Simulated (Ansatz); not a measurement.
# Pb (Fd-3m) in Ansatz: further runs

Runs on Pb. Level: LDA. Tasks: single point, equation of state.

Program: Ansatz 0.2.0. These are calculated values, not measurements. Logs are shortened: lines on timing, memory, paths and dates and some standing lists are left out, and cuts for length are marked.

### Step 1. The structure

Symmetry: Fd-3m, No. 227, cubic system. The conventional cell has a = 6.878 Å, b = 6.878 Å, c = 6.878 Å, α = 90.00°, β = 90.00°, γ = 90.00°. Around Pb (site symmetry -43m) lie 4 Pb at 2.98 Å.

This isn't the form of Pb at room conditions, which is fcc.

### Step 2. Single point, LDA, 38.23 Å³/atom (volume scaled by 0.94)

Contents of input.yaml:

```yaml
crystal:
  lattice:
    - [0.0, 3.3687966822, 3.3687966822]
    - [3.3687966822, 0.0, 3.3687966822]
    - [3.3687966822, 3.3687966822, 0.0]
  atoms:
    - { symbol: Pb, position: [0.25, 0.25, 0.25] }
    - { symbol: Pb, position: [0.0, 0.0, 0.0] }
kpoints:
  mp_grid: { grid: [7, 7, 7] }
scf:
  occupations: { method: fermi_dirac, width: 0.05 }
hamiltonian:
  xc: lda
  pseudopotentials: { kind: all_electron, lapw: { basis_error: 0.001 } }
output:
  forces: true
  stress: true
  eigenvalues: true
```

Potentials or basis: all-electron LAPW, scalar-relativistic.

Started as:

```bash
ansatz run input.yaml --threads 1 --pin off --max-ram 3072MiB --backend cpu --events-out ev --progress --plain --runs-dir out
```

Log:

```text
Warning: RAYON_NUM_THREADS=1 ignored (pool sized by the plan → 1); use --threads N
LAPW: plane waves up to 7.990 Å⁻¹, error target 1.0e-3 eV per atom; small_component_spin mean_spin; Pb in spheres of 1.459 Å, 36 of its electrons in bands, Dirac shells [] (how accurate: hamiltonian.pseudopotentials.lapw.basis_error, Limitations)
Engine: ansatz 0.2.0, x86_64-unknown-linux-gnu
Pseudopotentials: kind: all_electron
Pseudopotential: Pb, LAPW, valence charge 36, lapw/all_electron/scalar/gaussian/Pb, Koelling and Harmon's equation, gaussian nucleus
Functional definition: SPW92
  exchange = slater_x
  correlation = pw_c
Crystal: 2 atoms, lattice volume = 76.464 Å³
Basis set: ecut = 243.20452769440385 eV, 645 PW (Γ), exchange–correlation at level 2
Bands: 44, of which v1, the nominal top of the filled ones, is band 36 counted from 1 (35 counted from 0)
Symmetry: 48 space group operations
Space group: Fd-3m (ITA 227), of the structure as read, at distance tolerance 4.2e-5 Å
k-points: 20 of 343
Non-local potential: Pb, projectors of the file, none
Initial density: superposition of atomic densities (chi_scale 0.1, normalization cell)
Initial wavefunctions: plane waves of lowest kinetic energy (no species holds an atomic orbital)
Functional: x = slater, c = lda
iter 1 solved again at ethr=2.18e-4 eV; its pass at ethr=1.00e-1 eV (dr2=1.57e-1 eV) is discarded
SCF iter   1: F=—  HF=-1135524.955933 eV  |F-HF|=—  |Δ(HF+E_count)|=         —  Δρ=1.21e-2  dr2=1.57e-1  ethr=2.18e-4  ⟨swp⟩=2.8  Hψ=5371  notcnv=0
preconditioner: auto → none  [metal: Δε(μ)=0.104 eV  Ē_g=19.373 eV  σ=0.050 eV  W_gap=0.48  n_scr=26 (ndim 8)  ℏωp=22.5 eV  f_vac=0.313  D(μ)=0.76/eV (n_scr^D=0)  sad-step TF]
SCF iter   2: F=—  HF=-1135524.921709 eV  |F-HF|=—  |Δ(HF+E_count)|=   3.42e-2  Δρ=8.74e-3  dr2=1.09e-1  ethr=2.18e-4  ⟨swp⟩=2.0  Hψ=2467  notcnv=0
iter 3 solved again at ethr=1.93e-6 eV; its pass at ethr=1.52e-4 eV (dr2=1.39e-3 eV) is discarded
SCF iter   3: F=—  HF=-1135524.894230 eV  |F-HF|=—  |Δ(HF+E_count)|=   2.75e-2  Δρ=1.44e-3  dr2=1.39e-3  ethr=1.93e-6  ⟨swp⟩=2.0  Hψ=4432  notcnv=0
SCF iter   4: F=—  HF=-1135524.888640 eV  |F-HF|=—  |Δ(HF+E_count)|=   5.59e-3  Δρ=3.35e-4  dr2=8.99e-5  ethr=1.93e-6  ⟨swp⟩=2.0  Hψ=2464  notcnv=0
SCF iter   5: F=—  HF=-1135524.888699 eV  |F-HF|=—  |Δ(HF+E_count)|=   5.91e-5  Δρ=7.79e-5  dr2=4.75e-6  ethr=1.25e-7  ⟨swp⟩=2.9  Hψ=2488  notcnv=0
SCF iter   6: F=—  HF=-1135524.888682 eV  |F-HF|=—  |Δ(HF+E_count)|=   1.64e-5  Δρ=7.58e-6  dr2=4.37e-8  ethr=6.60e-9  ⟨swp⟩=2.9  Hψ=2492  notcnv=0
SCF iter   7: F=-1135524.888682 eV  HF=-1135524.888682 eV  |F-HF|=2.33e-10  |Δ(HF+E_count)|=   9.55e-9  Δρ=8.60e-7  dr2=5.39e-10  ethr=6.07e-11  ⟨swp⟩=3.0  Hψ=2515  notcnv=0
SCF 1 converged in 7 iterations: F = -1135524.888682 eV  dr2 = 5.39e-10
SCF converged after 7 iterations
Free energy (F): -1135524.888682 eV
Harris-Foulkes:  -1135524.888682 eV  (|F-HF|=2.33e-10)
Internal energy: -1135524.882697 eV  (E = F + TS)
E sigma→0 (E₀):  -1135524.885690 eV
Entropy (-TS):   -0.005985 eV (-2.992 meV/atom)
Fermi energy:    11.191211 eV
--- Per-component energies (eV) ---
  E_band       = -4717.082909
  E_kinetic    = 1308865.549242
  E_xc         = -20548.718890
  E_electrostatic = -2423841.713049  (all electrons and nuclei)
  E_smearing   = -0.005985  (= −TS)
  E_closure    = 0.000000  (closes the sum)
  E_atoms      = -1135517.016849  (free atoms, spherical and without spin; not in F)
  Σ components = -1135524.888682   (vs F -1135524.888682, Δ=0.00e0)
  Basis errors (estimates in eV, not in F): energy 4.2e-4 per atom: plane waves 3.9e-4 (2.3e-4 summed), levels above the bands 1.0e-77, relativity 1.6e-8, radial functions 3.0e-5, core shells 3.9e-7; eigenvalues (radial functions only) 4.3e-7; not estimated: angular momenta, meshes, grids; target (lapw.basis_error) 1.0e-3; muffin-tin radii Pb 1.459 Å
--- Forces (eV/Å), atoms counted from 1 ---
  atom   1  Pb    -0.00000000     0.00000000    -0.00000000
  atom   2  Pb    -0.00000000    -0.00000000    -0.00000000
  max |Σ_I F_I| component: 1.19e-18 eV/Å
--- Stress (GPa, compression-positive) ---
        1.495939      -0.000000       0.000000
       -0.000000       1.495939      -0.000000
        0.000000      -0.000000       1.495939
  P = ⅓ Tr σ = 1.4959 GPa (14.959 kbar)
--- Band table (eV; the first three rows and the last of 20) ---
  k-point 0: bands = ["-128.5213", "-128.5199", "-117.6465", "-117.6465", "-117.6465", "-117.6464", "-117.6464", "-117.6464", "-117.6463", "-117.6463", "-117.6463", "-117.6463", "-117.6463", "-117.6463", "-117.6462", "-117.6462", "-70.2238", "-70.2238", "-70.2238", "-70.2079", "-70.2079", "-70.2079", "-6.0599", "-6.0599", "-6.0599", "-5.9689", "-5.9689", "-5.4637", "-5.4637", "-5.4637", "-5.4234", "-5.4234", "-0.3709", "7.5115", "11.6271", "11.6271", "11.6271", "13.6436", "13.6436", "13.6436", "15.2523", "19.1894", "19.1894", "19.1894"]
  k-point 1: bands = ["-128.5212", "-128.5199", "-117.6465", "-117.6465", "-117.6465", "-117.6464", "-117.6464", "-117.6464", "-117.6463", "-117.6463", "-117.6463", "-117.6463", "-117.6463", "-117.6463", "-117.6462", "-117.6462", "-70.2240", "-70.2240", "-70.2235", "-70.2083", "-70.2077", "-70.2077", "-6.0817", "-6.0817", "-6.0550", "-5.9368", "-5.9368", "-5.4960", "-5.4960", "-5.4787", "-5.3966", "-5.3966", "-0.1821", "6.8013", "11.2188", "11.2653", "11.2653", "14.0817", "14.0817", "14.0913", "16.4444", "18.5210", "18.5210", "18.6315"]
  k-point 2: bands = ["-128.5211", "-128.5200", "-117.6465", "-117.6465", "-117.6465", "-117.6464", "-117.6464", "-117.6464", "-117.6463", "-117.6463", "-117.6463", "-117.6463", "-117.6463", "-117.6463", "-117.6462", "-117.6462", "-70.2245", "-70.2245", "-70.2227", "-70.2091", "-70.2073", "-70.2073", "-6.1057", "-6.1057", "-6.0436", "-5.8931", "-5.8931", "-5.5301", "-5.5301", "-5.5126", "-5.3716", "-5.3716", "0.3435", "5.3629", "10.5889", "10.7294", "10.7294", "14.6391", "14.6391", "15.6622", "16.9343", "18.5302", "18.5302", "19.8292"]
  k-point 19: bands = ["-128.5207", "-128.5205", "-117.6465", "-117.6465", "-117.6464", "-117.6464", "-117.6464", "-117.6464", "-117.6463", "-117.6463", "-117.6463", "-117.6463", "-117.6463", "-117.6463", "-117.6462", "-117.6462", "-70.2259", "-70.2256", "-70.2173", "-70.2145", "-70.2062", "-70.2059", "-6.1760", "-6.1553", "-5.9083", "-5.7977", "-5.7466", "-5.6945", "-5.6806", "-5.5990", "-5.3085", "-5.2873", "2.1121", "2.9584", "8.2574", "9.0225", "13.1122", "14.6418", "15.6861", "15.9826", "18.9340", "19.9726", "21.2264", "21.6608"]
```

It took 20 s on 1 thread of Intel Xeon Platinum 8259CL at 2.50GHz (Skylake/Cascade Lake), shared host; peak memory 0.36 GiB.

Results:

```yaml
Free_energy: -1135524.8887 eV
Pressure: 1.5 GPa
Band_gap_on_the_k_mesh: none (metal or under the smearing width)
```

### Step 3. Single point, LDA, 39.05 Å³/atom (volume scaled by 0.96)

Edit input.yaml of step 2 so:

```diff
@@ -2,5 +2,5 @@
   lattice:
-    - [0.0, 3.3687966822, 3.3687966822]
-    - [3.3687966822, 0.0, 3.3687966822]
-    - [3.3687966822, 3.3687966822, 0.0]
+    - [0.0, 3.3925213842, 3.3925213842]
+    - [3.3925213842, 0.0, 3.3925213842]
+    - [3.3925213842, 3.3925213842, 0.0]
   atoms:
```

Potentials or basis: all-electron LAPW, scalar-relativistic.

Started as:

```bash
ansatz run input.yaml --threads 1 --pin off --max-ram 3072MiB --backend cpu --events-out ev --progress --plain --runs-dir out
```

It took 15 s on 1 thread of Intel Xeon Platinum 8259CL at 2.50GHz (Skylake/Cascade Lake), shared host; peak memory 0.35 GiB.

The run converged. Its results:

- Free energy: -1135524.8996 eV
- Pressure: 0.7 GPa
- Band gap on the k mesh: none (metal or under the smearing width)

### Step 4. Single point, LDA, 39.86 Å³/atom (volume scaled by 0.98)

Edit input.yaml of step 3 so:

```diff
@@ -2,5 +2,5 @@
   lattice:
-    - [0.0, 3.3925213842, 3.3925213842]
-    - [3.3925213842, 0.0, 3.3925213842]
-    - [3.3925213842, 3.3925213842, 0.0]
+    - [0.0, 3.4159188228, 3.4159188228]
+    - [3.4159188228, 0.0, 3.4159188228]
+    - [3.4159188228, 3.4159188228, 0.0]
   atoms:
```

Started as:

```bash
ansatz run input.yaml --threads 1 --pin off --max-ram 3072MiB --backend cpu --events-out ev --progress --plain --runs-dir out
```

Run time: 12 s. Hardware: 1 thread of Intel Xeon Platinum 8259CL at 2.50GHz (Skylake/Cascade Lake), shared host; peak memory 0.35 GiB.

The run converged. Its results:

| Quantity | Value |
| --- | --- |
| Free energy | -1135524.9027 eV |
| Pressure | -0.1 GPa |
| Band gap on the k mesh | none (metal or under the smearing width) |

### Step 5. Single point, LDA, 40.67 Å³/atom

Edit input.yaml of step 4 so:

```diff
@@ -2,5 +2,5 @@
   lattice:
-    - [0.0, 3.4159188228, 3.4159188228]
-    - [3.4159188228, 0.0, 3.4159188228]
-    - [3.4159188228, 3.4159188228, 0.0]
+    - [0.0, 3.4390000555, 3.4390000555]
+    - [3.4390000555, 0.0, 3.4390000555]
+    - [3.4390000555, 3.4390000555, 0.0]
   atoms:
```

Started as:

```bash
ansatz run input.yaml --threads 1 --pin off --max-ram 3072MiB --backend cpu --events-out ev --progress --plain --runs-dir out
```

It took 12 s on 1 thread of Intel Xeon Platinum 8259CL at 2.50GHz (Skylake/Cascade Lake), shared host; peak memory 0.35 GiB.

The run converged. Its results:

| Item | Value |
| --- | --- |
| Free energy | -1135524.8988 eV |
| Pressure | -0.7 GPa |
| Band gap on the k mesh | none (metal or under the smearing width) |

### Step 6. Single point, LDA, 41.49 Å³/atom (volume scaled by 1.02)

Edit input.yaml of step 5 so:

```diff
@@ -2,5 +2,5 @@
   lattice:
-    - [0.0, 3.4390000555, 3.4390000555]
-    - [3.4390000555, 0.0, 3.4390000555]
-    - [3.4390000555, 3.4390000555, 0.0]
+    - [0.0, 3.461775554, 3.461775554]
+    - [3.461775554, 0.0, 3.461775554]
+    - [3.461775554, 3.461775554, 0.0]
   atoms:
```

Potentials or basis: all-electron LAPW, scalar-relativistic.

Started as:

```bash
ansatz run input.yaml --threads 1 --pin off --max-ram 3072MiB --backend cpu --events-out ev --progress --plain --runs-dir out
```

Wall time 19 s (1 thread of Intel Xeon Platinum 8259CL at 2.50GHz (Skylake/Cascade Lake), shared host); peak memory 0.35 GiB.

Results (log left out):

```yaml
Free_energy: -1135524.8887 eV
Pressure: -1.3 GPa
Band_gap_on_the_k_mesh: none (metal or under the smearing width)
```

### Step 7. Single point, LDA, 42.30 Å³/atom (volume scaled by 1.04)

Edit input.yaml of step 6 so:

```diff
@@ -2,5 +2,5 @@
   lattice:
-    - [0.0, 3.461775554, 3.461775554]
-    - [3.461775554, 0.0, 3.461775554]
-    - [3.461775554, 3.461775554, 0.0]
+    - [0.0, 3.484255246, 3.484255246]
+    - [3.484255246, 0.0, 3.484255246]
+    - [3.484255246, 3.484255246, 0.0]
   atoms:
```

Started as:

```bash
ansatz run input.yaml --threads 1 --pin off --max-ram 3072MiB --backend cpu --events-out ev --progress --plain --runs-dir out
```

Run time: 13 s. Hardware: 1 thread of Intel Xeon Platinum 8259CL at 2.50GHz (Skylake/Cascade Lake), shared host; peak memory 0.35 GiB.

It converged, with:

```yaml
Free_energy: -1135524.8731 eV
Pressure: -1.8 GPa
Band_gap_on_the_k_mesh: none (metal or under the smearing width)
```

### Step 8. Single point, LDA, 43.11 Å³/atom (volume scaled by 1.06)

Edit input.yaml of step 7 so:

```diff
@@ -2,5 +2,5 @@
   lattice:
-    - [0.0, 3.484255246, 3.484255246]
-    - [3.484255246, 0.0, 3.484255246]
-    - [3.484255246, 3.484255246, 0.0]
+    - [0.0, 3.5064485529, 3.5064485529]
+    - [3.5064485529, 0.0, 3.5064485529]
+    - [3.5064485529, 3.5064485529, 0.0]
   atoms:
```

Started as:

```bash
ansatz run input.yaml --threads 1 --pin off --max-ram 3072MiB --backend cpu --events-out ev --progress --plain --runs-dir out
```

It took 13 s on 1 thread of Intel Xeon Platinum 8259CL at 2.50GHz (Skylake/Cascade Lake), shared host; peak memory 0.34 GiB.

It converged, with:

```yaml
Free_energy: -1135524.8527 eV
Pressure: -2.2 GPa
Band_gap_on_the_k_mesh: none (metal or under the smearing width)
```

### Step 9. Equation of state, LDA

Potentials or basis: all-electron LAPW, scalar-relativistic.

No new run: the results of the series are fitted here.

What came out:

```yaml
Equilibrium_volume: 39.80 Å³/atom
Bulk_modulus: 34 GPa
Pressure_derivative_of_the_bulk_modulus: 4.8
```

Energy against volume, from the lowest point:
```csv
volume (Å³/atom),energy (meV/atom)
38.232,7.01
39.045,1.55
39.859,0.00
40.672,1.94
41.486,6.98
42.299,14.77
43.112,25.00
```

Spin-orbit coupling is left out, which matters for the levels of Pb.
